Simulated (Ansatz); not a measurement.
Rows from a G0W0 calculation on Ga6AsP5 (zincblende [001] superlattice) (Ansatz 0.2.0; G0W0 on PBEsol, plane waves, PAW; PAW set soft_1; 4×4×2 mesh, 1027 empty bands, screening to 150 eV, PAW set soft_1 files), in eV. Spin-orbit coupling is left out.

```csv
row,k,band,start,Σx,Σc at the solution,Vxc
A,"(-0.500, -0.500, 0.000)",c1,8.590,-7.060,-3.731,-10.852
B,Γ,v1,7.242,-17.127,1.149,-15.419
C,Γ,c2,8.720,-7.539,-3.976,-11.672
D,"(-0.500, -0.500, 0.000)",c2,8.769,-6.965,-3.766,-10.779
E,"(-0.500, -0.500, 0.000)",v1,4.540,-15.814,1.961,-13.244
F,Γ,c1,8.624,-6.940,-3.899,-10.923
```

Question: Give the quasiparticle energies and the shift of each level.

The quasiparticle equation reads E = start + Σx + Σc(E) − Vxc.

```csv
row,E (eV),shift (eV)
A,8.651,+0.061
B,6.683,−0.560
C,8.877,+0.158
D,8.817,+0.048
E,3.931,−0.609
F,8.708,+0.084
```

Limits: not at the basis limit; no spin-orbit coupling; coarse k mesh.

[Paths, hosts, dates, memory and timing lines, banners, echoed tables and standing remarks are left out of the program output.]

[Logs are printed without paths, hosts, clocks, repeated set-up lines and the standing remarks that a program may print on its own settings, such as how far it seeks lower states.]

[Runs of the session that timed out or met a known fault of the program may be left out.]

[Cells called generated may have been cut or substituted from an entry of the Crystallography Open Database or the Materials Project.]

[Hosts, paths, dates, database ids (printed as entryN), source tags and the programs' standing remarks are cut or masked in the printed files.]
